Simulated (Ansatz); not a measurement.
## Σ5 (210) boundary in fcc Rh with Re (substitutional): structure and resistance

How much does the Σ5 (210) boundary in fcc Rh with Re (substitutional) reflect electrons?

Calculated with Ansatz 0.2.0; Ansatz plane-wave DFT, PBE, PAW files; relaxation of a bicrystal slab with its lowest layers held; PAW set soft_1, in the first sound run; inputs show where later runs differ.

## 1. Starting point

The cell holds 21 atoms: 20 Rh and 1 Re. Cell: a = 4.658 Å, b = 3.803 Å, c = 28.858 Å, α = 90.0°, β = 90.0°, γ = 65.9°. It derives from Rh. built on the (2 1 0) plane; 2 overlapping atoms removed and the grains opened by 0 Å. Vacuum lies along c.

## 2. Relaxing the bicrystal

The boundary is built by mirroring the lower grain in the boundary plane and removing any atoms that overlap; then the Re is put in at the boundary. A thin bicrystal slab is relaxed first, with the lowest layers held and the upper grain free to shift and open.

input.yaml reads:

```yaml
crystal:
  lattice:
    - [4.6578272204, 0.0, 0.0]
    - [1.5526090735, 3.4717394307, 0.0]
    - [0.0, 0.0, 28.8583792625]
  atoms:
    - { symbol: Rh, position: [0.6, 0.7, 0.1732599033] }
    - { symbol: Rh, position: [0.2, 0.4, 0.2027279134] }
    - { symbol: Rh, position: [0.8, 0.1, 0.2321959235] }
    - { symbol: Rh, position: [0.4, 0.8, 0.2616639337] }
    - { symbol: Rh, position: [1.0, 0.5, 0.2911319438] }
    - { symbol: Rh, position: [0.6, 0.2, 0.3205999539] }
    - { symbol: Rh, position: [0.2, 0.9, 0.3500679641] }
    - { symbol: Rh, position: [0.8, 0.6, 0.3795359742] }
    - { symbol: Rh, position: [0.4, 0.3, 0.4090039843] }
    - { symbol: Re, position: [0.0, 0.0, 0.4384719945] }
    - { symbol: Rh, position: [0.8, 0.6, 0.4974080147] }
    - { symbol: Rh, position: [0.2, 0.9, 0.5268760249] }
    - { symbol: Rh, position: [0.6, 0.2, 0.556344035] }
    - { symbol: Rh, position: [1.0, 0.5, 0.5858120451] }
    - { symbol: Rh, position: [0.4, 0.8, 0.6152800553] }
    - { symbol: Rh, position: [0.8, 0.1, 0.6447480654] }
    - { symbol: Rh, position: [0.2, 0.4, 0.6742160755] }
    - { symbol: Rh, position: [0.6, 0.7, 0.7036840857] }
    - { symbol: Rh, position: [1.0, 1.0, 0.7331520958] }
    - { symbol: Rh, position: [0.4, 0.3, 0.7626201059] }
    - { symbol: Rh, position: [0.8, 0.6, 0.7920881161] }
kpoints:
  mp_grid: { grid: [7, 7, 1] }
hamiltonian:
  xc: pbe
  pseudopotentials: { kind: paw, azcp: { folder: soft_1 } }
scf:
  occupations: { method: fermi_dirac, width: 0.1 }
relax:
  f_tol: 0.03
  max_steps: 80
  constraints: [{ sites: [0, 1, 2, 3] }]
```

The run is started by

```console
ansatz run input.yaml --threads 4 --pin off --max-ram 15360MiB --backend cpu --events-out ev --progress --plain --runs-dir out
```

Numbers of over 12 decimals in the logs are rounded to 6 here.

Output:

```text
Engine: ansatz 0.2.0, x86_64-unknown-linux-gnu
Pseudopotentials: kind: paw
Pseudopotential: Rh, paw, valence charge 17, recommended cutoff 420 eV (normal), soft_1/Rh.paw.azcp
Pseudopotential: Re, paw, valence charge 15, recommended cutoff 420 eV (normal), soft_1/Re.paw.azcp
Functional definition: PBE
  parameter kappa = 0.804
  parameter beta = 0.066725
  exchange = pbe_x(kappa = kappa, mu = beta*pi^2/3)
  correlation = pbe_c(beta = beta)
Crystal: 21 atoms, lattice volume = 466.662 Å³
Basis set: ecut = 420 eV, 9105 PW (Γ), exchange–correlation on 64×54×400 points (8 copies of the dense FFT grid, shifted against one another)
Bands: 213, of which v1, the nominal top of the filled ones, is band 178 counted from 1 (177 counted from 0)
Symmetry: 2 space group operations
Space group: Cm (ITA 8), of the structure as read, at distance tolerance 7.8e-5 Å
k-points: 16 of 49 (time reversal used)
Non-local potential: Rh, projectors of the file, l = 0: 3, l = 1: 2, l = 2: 2, l = 3: 1
Non-local potential: Re, projectors of the file, l = 0: 3, l = 1: 2, l = 2: 2, l = 3: 1
PAW form: soft (Blöchl's): semilocal exchange-correlation on the pseudo side does not see the compensation charge
PAW one-centre angular grid: Rh, 590 points (default); XC on 64 Gauss nodes
PAW one-centre angular grid: Re, 590 points (default); XC on 64 Gauss nodes
Initial density: superposition of atomic densities (neutral atoms: chi_scale 0, normalization atom)
Initial wavefunctions: pseudopotential atomic-orbital guess
Functional: x = pbe(κ = 0.804, μ = 0.219515), c = pbe(β = 0.066725)
SCF iter   1: F=—  HF=-138930.814128 eV  |F-HF|=—  |Δ(HF+E_count)|=         —  Δρ=8.49e-2  dr2=7.62e1  ethr=3.10e-3  ⟨swp⟩=5.9  Hψ=11695  notcnv=0  defer=31
preconditioner: auto → LDOS  [metal: Δε(μ)=0.019 eV  Ē_g=5.476 eV  σ=0.100 eV  W_gap=0.05  n_scr=128 (ndim 8)  ℏωp=23.5 eV  f_vac=0.309  D(μ)=30.34/eV (n_scr^D=320)  β→1.0]
SCF iter   2: F=—  HF=-138935.077211 eV  |F-HF|=—  |Δ(HF+E_count)|=    4.26e0  Δρ=1.03e-1  dr2=4.93e1  ethr=3.10e-3  ⟨swp⟩=3.0  Hψ=9135  notcnv=0  defer=100
SCF iter   3: F=—  HF=-138921.415635 eV  |F-HF|=—  |Δ(HF+E_count)|=    1.37e1  Δρ=1.60e-2  dr2=1.16e0  ethr=3.10e-3  ⟨swp⟩=2.0  Hψ=7199  notcnv=0  defer=113
SCF iter   4: F=—  HF=-138921.140964 eV  |F-HF|=—  |Δ(HF+E_count)|=   2.75e-1  Δρ=3.89e-3  dr2=1.09e-1  ethr=3.27e-4  ⟨swp⟩=3.3  Hψ=8214  notcnv=0  defer=104
SCF iter   5: F=—  HF=-138921.124545 eV  |F-HF|=—  |Δ(HF+E_count)|=   1.64e-2  Δρ=1.27e-3  dr2=3.55e-2  ethr=3.06e-5  ⟨swp⟩=2.0  Hψ=4958  notcnv=0  defer=104
SCF iter   6: F=—  HF=-138921.123853 eV  |F-HF|=—  |Δ(HF+E_count)|=   6.92e-4  Δρ=5.41e-4  dr2=2.41e-3  ethr=1.00e-5  ⟨swp⟩=2.2  Hψ=4570  notcnv=0  defer=104
SCF iter   7: F=—  HF=-138921.122758 eV  |F-HF|=—  |Δ(HF+E_count)|=   1.10e-3  Δρ=2.33e-4  dr2=6.24e-4  ethr=6.79e-7  ⟨swp⟩=2.2  Hψ=5204  notcnv=0  defer=104
SCF iter   8: F=—  HF=-138921.122719 eV  |F-HF|=—  |Δ(HF+E_count)|=   3.89e-5  Δρ=9.04e-5  dr2=8.82e-5  ethr=1.76e-7  ⟨swp⟩=1.5  Hψ=3823  notcnv=0  defer=104
SCF iter   9: F=-138921.122718 eV  HF=-138921.122728 eV  |F-HF|=9.30e-6  |Δ(HF+E_count)|=   8.95e-6  Δρ=3.83e-5  dr2=1.18e-5  ethr=6.34e-9  ⟨swp⟩=4.9  Hψ=11341  notcnv=0
SCF 1 converged in 9 iterations: F = -138921.122718 eV  dr2 = 1.18e-5
  greatest PAW one-centre occupation: 1.000 electrons in one spin orbital (limit 2), on the Rh atom at site 6 (counted from 0), in its partial waves of l = 0
relax step   1: F+E_penalty+E_count = -138921.12271848 eV  Δ(F+E_penalty+E_count) = +0.000e0 eV  max|allowed force component| = 1.557e0 eV/Å  Δτ_max = 0.0000 Å  (9 SCF iters, dr2 threshold 2.25e-5 eV, accepted)
Initial density: handed on by an earlier stage of this run
Initial wavefunctions: those handed on with the density
iter 1 solved again at ethr=1.28e-3 eV; its pass at ethr=3.10e-3 eV (dr2=4.54e0 eV) is discarded
SCF iter   1: F=—  HF=-138921.983182 eV  |F-HF|=—  |Δ(HF+E_count)|=         —  Δρ=1.43e-2  dr2=4.58e0  ethr=1.28e-3  ⟨swp⟩=1.0  Hψ=11814  notcnv=0  defer=103
preconditioner: auto → LDOS  [metal: Δε(μ)=0.008 eV  Ē_g=5.252 eV  σ=0.100 eV  W_gap=0.02  n_scr=128 (ndim 8)  ℏωp=23.5 eV  f_vac=0.312  D(μ)=32.86/eV (n_scr^D=354)  β→1.0]
SCF iter   2: F=—  HF=-138921.893176 eV  |F-HF|=—  |Δ(HF+E_count)|=   9.00e-2  Δρ=4.92e-3  dr2=1.56e-1  ethr=1.28e-3  ⟨swp⟩=2.0  Hψ=3529  notcnv=0  defer=103
SCF iter   3: F=—  HF=-138921.873409 eV  |F-HF|=—  |Δ(HF+E_count)|=   1.98e-2  Δρ=2.44e-3  dr2=3.29e-2  ethr=4.41e-5  ⟨swp⟩=3.0  Hψ=7246  notcnv=0  defer=103
SCF iter   4: F=—  HF=-138921.864821 eV  |F-HF|=—  |Δ(HF+E_count)|=   8.59e-3  Δρ=4.75e-4  dr2=3.16e-3  ethr=9.27e-6  ⟨swp⟩=2.6  Hψ=6132  notcnv=0  defer=103
SCF iter   5: F=—  HF=-138921.864573 eV  |F-HF|=—  |Δ(HF+E_count)|=   2.48e-4  Δρ=2.10e-4  dr2=3.88e-4  ethr=8.91e-7  ⟨swp⟩=2.1  Hψ=4844  notcnv=0  defer=103
SCF iter   6: F=-138921.864555 eV  HF=-138921.864589 eV  |F-HF|=3.45e-5  |Δ(HF+E_count)|=   1.63e-5  Δρ=7.25e-5  dr2=4.47e-5  ethr=2.82e-8  ⟨swp⟩=3.6  Hψ=12986  notcnv=0
SCF 2 converged in 6 iterations: F = -138921.864555 eV  dr2 = 4.47e-5
  greatest PAW one-centre occupation: 1.000 electrons in one spin orbital (limit 2), on the Rh atom at site 17 (counted from 0), in its partial waves of l = 0
relax step   2: F+E_penalty+E_count = -138921.86455463 eV  Δ(F+E_penalty+E_count) = -7.418e-1 eV  max|allowed force component| = 7.503e-1 eV/Å  Δτ_max = 0.1946 Å  (6 SCF iters, dr2 threshold 1.00e-4 eV, accepted)
iter 1 solved again at ethr=1.28e-3 eV; its pass at ethr=3.10e-3 eV (dr2=4.55e0 eV) is discarded
SCF iter   1: F=—  HF=-138922.216677 eV  |F-HF|=—  |Δ(HF+E_count)|=         —  Δρ=1.24e-2  dr2=4.60e0  ethr=1.28e-3  ⟨swp⟩=1.0  Hψ=12132  notcnv=0  defer=99
preconditioner: auto → LDOS  [metal: Δε(μ)=0.013 eV  Ē_g=5.292 eV  σ=0.100 eV  W_gap=0.03  n_scr=128 (ndim 8)  ℏωp=23.5 eV  f_vac=0.314  D(μ)=32.85/eV (n_scr^D=354)  β→1.0]
SCF iter   2: F=—  HF=-138922.155774 eV  |F-HF|=—  |Δ(HF+E_count)|=   6.09e-2  Δρ=4.23e-3  dr2=1.42e-1  ethr=1.28e-3  ⟨swp⟩=2.0  Hψ=3538  notcnv=0  defer=99
SCF iter   3: F=—  HF=-138922.139467 eV  |F-HF|=—  |Δ(HF+E_count)|=   1.63e-2  Δρ=2.63e-3  dr2=4.90e-2  ethr=4.00e-5  ⟨swp⟩=2.4  Hψ=6730  notcnv=0  defer=100
SCF iter   4: F=—  HF=-138922.130572 eV  |F-HF|=—  |Δ(HF+E_count)|=   8.89e-3  Δρ=8.62e-4  dr2=5.66e-3  ethr=1.38e-5  ⟨swp⟩=2.0  Hψ=4804  notcnv=0  defer=100
SCF iter   5: F=—  HF=-138922.128958 eV  |F-HF|=—  |Δ(HF+E_count)|=   1.61e-3  Δρ=1.73e-4  dr2=6.04e-4  ethr=1.59e-6  ⟨swp⟩=2.1  Hψ=5201  notcnv=0  defer=103
SCF iter   6: F=—  HF=-138922.128947 eV  |F-HF|=—  |Δ(HF+E_count)|=   1.08e-5  Δρ=6.26e-5  dr2=3.83e-5  ethr=1.70e-7  ⟨swp⟩=2.1  Hψ=5550  notcnv=0  defer=103
SCF iter   7: F=-138922.128943 eV  HF=-138922.128947 eV  |F-HF|=3.16e-6  |Δ(HF+E_count)|=   3.11e-7  Δρ=2.17e-5  dr2=4.10e-6  ethr=9.91e-9  ⟨swp⟩=4.1  Hψ=9928  notcnv=0
SCF 3 converged in 7 iterations: F = -138922.128943 eV  dr2 = 4.10e-6
relax step   3: F+E_penalty+E_count = -138922.12894343 eV  Δ(F+E_penalty+E_count) = -2.644e-1 eV  max|allowed force component| = 4.843e-1 eV/Å  Δτ_max = 0.1944 Å  (7 SCF iters, dr2 threshold 3.52e-5 eV, accepted)
[... from here on, the SCF cycles and remarks between the steps are left out ...]
relax step   4: F+E_penalty+E_count = -138922.27026477 eV  Δ(F+E_penalty+E_count) = -1.413e-1 eV  max|allowed force component| = 2.163e-1 eV/Å  Δτ_max = 0.1942 Å  (6 SCF iters, dr2 threshold 5.45e-5 eV, accepted)
relax step   5: F+E_penalty+E_count = -138922.34344969 eV  Δ(F+E_penalty+E_count) = -7.318e-2 eV  max|allowed force component| = 1.164e-1 eV/Å  Δτ_max = 0.1902 Å  (8 SCF iters, dr2 threshold 9.33e-6 eV, accepted)
relax step   6: F+E_penalty+E_count = -138922.40180886 eV  Δ(F+E_penalty+E_count) = -5.836e-2 eV  max|allowed force component| = 1.884e-1 eV/Å  Δτ_max = 0.1954 Å  (8 SCF iters, dr2 threshold 2.70e-6 eV, accepted)
relax step   7: F+E_penalty+E_count = -138922.44592849 eV  Δ(F+E_penalty+E_count) = -4.412e-2 eV  max|allowed force component| = 1.382e-1 eV/Å  Δτ_max = 0.1918 Å  (7 SCF iters, dr2 threshold 1.03e-5 eV, accepted)
relax step   8: F+E_penalty+E_count = -138922.45986442 eV  Δ(F+E_penalty+E_count) = -1.394e-2 eV  max|allowed force component| = 8.604e-2 eV/Å  Δτ_max = 0.1210 Å  (6 SCF iters, dr2 threshold 1.03e-5 eV, accepted)
relax step   9: F+E_penalty+E_count = -138922.46069976 eV  Δ(F+E_penalty+E_count) = -8.353e-4 eV  max|allowed force component| = 1.584e-1 eV/Å  Δτ_max = 0.0866 Å  (8 SCF iters, dr2 threshold 2.87e-6 eV, accepted)
relax step  10: F+E_penalty+E_count = -138922.46303860 eV  Δ(F+E_penalty+E_count) = -2.339e-3 eV  max|allowed force component| = 1.852e-2 eV/Å  Δτ_max = 0.0219 Å  (6 SCF iters, dr2 threshold 9.73e-6 eV, accepted)
iter 1 solved again at ethr=2.82e-10 eV; its pass at ethr=3.10e-3 eV (dr2=1.00e-6 eV) is discarded
SCF iter   1: F=—  HF=-138922.463048 eV  |F-HF|=—  |Δ(HF+E_count)|=         —  Δρ=1.10e-5  dr2=9.98e-7  ethr=2.82e-10  ⟨swp⟩=1.9  Hψ=8064  notcnv=0  defer=100
preconditioner: auto → LDOS  [metal: Δε(μ)=0.026 eV  Ē_g=5.355 eV  σ=0.100 eV  W_gap=0.06  n_scr=128 (ndim 8)  ℏωp=23.5 eV  f_vac=0.322  D(μ)=32.09/eV (n_scr^D=338)  β→1.0]
SCF iter   2: F=—  HF=-138922.463040 eV  |F-HF|=—  |Δ(HF+E_count)|=   8.08e-6  Δρ=1.05e-5  dr2=9.47e-7  ethr=2.81e-10  ⟨swp⟩=2.2  Hψ=6126  notcnv=0  defer=100
SCF iter   3: F=-138922.463039 eV  HF=-138922.463039 eV  |F-HF|=6.04e-8  |Δ(HF+E_count)|=   2.48e-7  Δρ=2.52e-6  dr2=6.61e-8  ethr=2.82e-11  ⟨swp⟩=3.4  Hψ=13102  notcnv=0
SCF 11 converged in 3 iterations: F = -138922.463039 eV  dr2 = 6.61e-8
relax step  11: F+E_penalty+E_count = -138922.46303926 eV  Δ(F+E_penalty+E_count) = -6.623e-7 eV  max|allowed force component| = 1.854e-2 eV/Å  Δτ_max = 0.0000 Å  (3 SCF iters, accepted)
SCF converged after 3 iterations
Free energy (F): -138922.463039 eV
Harris-Foulkes:  -138922.463039 eV  (|F-HF|=6.04e-8)
Internal energy: -138921.405379 eV  (E = F + TS)
E sigma→0 (E₀):  -138921.934209 eV
Entropy (-TS):   -1.057660 eV (-50.365 meV/atom)
Fermi energy:    12.223515 eV
--- Per-component energies (eV) ---
  E_band       = -5338.051204
  E_kinetic    = 11251.701381
  E_local      = -451292.869808  (includes V_loc(G=0)·N_el)
  E_nonlocal   = 6055.827741
  E_hartree    = 219959.735887
  E_xc         = -4380.138563
  E_vxc        = -5337.658700  (∫ρ·V_xc dr)
  E_paw        = -80774.140695  (= ΣΔE_a)
  E_vpaw       = -5934.465680  (= ΣTr[D̂ρ^β])
  E_aug_tail   = 0.001764  (compensation charges beyond the density's cutoff)
  E_ewald      = 160258.476914
  E_smearing   = -1.057660  (= −TS)
  E_closure    = -0.000000  (closes the sum)
  Σ components = -138922.463039   (vs F -138922.463039, Δ=0.00e0)
--- Forces (eV/Å), atoms counted from 1 ---
  atom   1  Rh    -0.04424162     0.01978545     0.89720026
  atom   2  Rh     0.02622856    -0.01172977     0.09474439
  atom   3  Rh     0.06497253    -0.02905660    -0.52382579
  atom   4  Rh    -0.05661052     0.02531700    -0.44914610
  atom   5  Rh     0.00260780    -0.00116625     0.00289177
  atom   6  Rh     0.00807237    -0.00361007    -0.00001820
  atom   7  Rh     0.01195832    -0.00534792    -0.01854049
  atom   8  Rh     0.00594149    -0.00265712    -0.00243064
  atom   9  Rh    -0.00739630     0.00330772     0.00355444
  atom  10  Re    -0.01197031     0.00535329     0.00377997
  atom  11  Rh    -0.00092456     0.00041348    -0.00321796
  atom  12  Rh    -0.00734978     0.00328692     0.00226492
  atom  13  Rh     0.00925471    -0.00413883    -0.00670543
  atom  14  Rh     0.00083562    -0.00037370    -0.00540105
  atom  15  Rh    -0.00132971     0.00059466    -0.00217348
  atom  16  Rh    -0.00151453     0.00067732     0.00398859
  atom  17  Rh     0.00038562    -0.00017245     0.00358438
  atom  18  Rh    -0.00196993     0.00088098     0.00088159
  atom  19  Rh     0.00018931    -0.00008466    -0.00171192
  atom  20  Rh     0.00175211    -0.00078357    -0.00380217
  atom  21  Rh     0.00111723    -0.00049964     0.00401060
  max |Σ_I F_I| component: 7.23e-5 eV/Å
--- Relaxed structure (11 steps of the walk, 11 accepted, 0 SCFs on fresh bases) ---
  F+E_penalty+E_count = -138922.46303926 eV   max|allowed force component| = 1.854e-2 eV/Å
  atoms:
    - { symbol: Rh, position: [0.600000, 0.7, 0.1732599033] }
    - { symbol: Rh, position: [0.2, 0.4, 0.202728] }
    - { symbol: Rh, position: [0.8, 0.1, 0.232196] }
    - { symbol: Rh, position: [0.4, 0.8, 0.261664] }
    - { symbol: Rh, position: [0.996659, 0.501671, 0.292146] }
    - { symbol: Rh, position: [0.594894, 0.202553, 0.320720] }
    - { symbol: Rh, position: [0.204049, 0.897975, 0.351786] }
    - { symbol: Rh, position: [0.809967, 0.595017, 0.383690] }
    - { symbol: Rh, position: [0.399804, 0.300098, 0.415431] }
    - { symbol: Re, position: [-0.0035765, 0.00178825, 0.436227] }
    - { symbol: Rh, position: [0.619425, 0.690288, 0.475395] }
    - { symbol: Rh, position: [0.027296, 0.986352, 0.518394] }
    - { symbol: Rh, position: [0.430398, 0.284801, 0.544110] }
    - { symbol: Rh, position: [0.833681, 0.583160, 0.574664] }
    - { symbol: Rh, position: [0.239904, 0.880048, 0.605856] }
    - { symbol: Rh, position: [0.632910, 0.183545, 0.634136] }
    - { symbol: Rh, position: [0.029776, 0.485112, 0.663792] }
    - { symbol: Rh, position: [0.431529, 0.784236, 0.694295] }
    - { symbol: Rh, position: [0.835281, 1.082360, 0.724800] }
    - { symbol: Rh, position: [0.229963, 0.385018, 0.752393] }
    - { symbol: Rh, position: [0.627874, 0.686063, 0.779150] }
```

The job ended after 4.5 min (4 threads of Intel Xeon Platinum 8375C at 2.90GHz (Ice Lake), shared host; peak memory 2.7 GiB).

The steps of the relaxation:

```csv
step,energy less that of the first step (eV),largest force component (eV/Å)
1,0.0000,1.5568
2,-0.7418,0.7503
3,-1.0062,0.4843
4,-1.1475,0.2163
5,-1.2207,0.1164
6,-1.2791,0.1884
7,-1.3232,0.1382
8,-1.3371,0.0860
9,-1.3380,0.1584
10,-1.3403,0.0185
11,-1.3403,0.0185
```

The run keeps the 2 symmetry operations that it works with, so distortions that break them were not tested.

The atoms that moved most (Å):

```csv
atom,dx,dy,dz,length
Rh11,-0.701,0.313,-0.635,0.997
Rh21,-0.668,0.299,-0.373,0.822
Rh13,-0.658,0.294,-0.353,0.803
Rh17,-0.661,0.295,-0.301,0.784
Rh20,-0.660,0.295,-0.295,0.781
Rh14,-0.646,0.289,-0.322,0.777
Rh12,-0.670,0.300,-0.245,0.774
Rh16,-0.649,0.290,-0.306,0.774
```

The relaxed structure:

```cif
data_structure
_symmetry_space_group_name_H-M 'P 1'
_symmetry_Int_Tables_number 1
_cell_length_a 4.6578
_cell_length_b 3.8031
_cell_length_c 28.8584
_cell_angle_alpha 90.000
_cell_angle_beta 90.000
_cell_angle_gamma 65.905
_cell_volume 466.66
loop_
_atom_site_label
_atom_site_type_symbol
_atom_site_fract_x
_atom_site_fract_y
_atom_site_fract_z
_atom_site_occupancy
Rh1 Rh 0.60000 0.70000 0.17326 1
Rh2 Rh 0.20000 0.40000 0.20273 1
Rh3 Rh 0.80000 0.10000 0.23220 1
Rh4 Rh 0.40000 0.80000 0.26166 1
Rh5 Rh 0.99666 0.50167 0.29215 1
Rh6 Rh 0.59489 0.20255 0.32072 1
Rh7 Rh 0.20405 0.89798 0.35179 1
Rh8 Rh 0.80997 0.59502 0.38369 1
Rh9 Rh 0.39980 0.30010 0.41543 1
Re10 Re 0.99642 0.00179 0.43623 1
Rh11 Rh 0.61942 0.69029 0.47539 1
Rh12 Rh 0.02730 0.98635 0.51839 1
Rh13 Rh 0.43040 0.28480 0.54411 1
Rh14 Rh 0.83368 0.58316 0.57466 1
Rh15 Rh 0.23990 0.88005 0.60586 1
Rh16 Rh 0.63291 0.18354 0.63414 1
Rh17 Rh 0.02978 0.48511 0.66379 1
Rh18 Rh 0.43153 0.78424 0.69430 1
Rh19 Rh 0.83528 0.08236 0.72480 1
Rh20 Rh 0.22996 0.38502 0.75239 1
Rh21 Rh 0.62787 0.68606 0.77915 1
```

Numbers from this step:

| Item | Value |
| --- | --- |
| free energy | -138922.4630 eV |
| energy at zero smearing | -138921.9342 eV |
| Fermi energy | 12.22 eV |

The largest force component on a free atom ends at 0.019 eV/Å, under the tolerance of 0.03, after 11 steps.

(Continued in part 2 of 2.)

[Logs are printed without paths, hosts, clocks, repeated set-up lines and the standing remarks that a program may print on its own settings, such as how far it seeks lower states.]

[Hosts, paths, dates, database ids (printed as entryN), source tags and the programs' standing remarks are cut or masked in the printed files.]
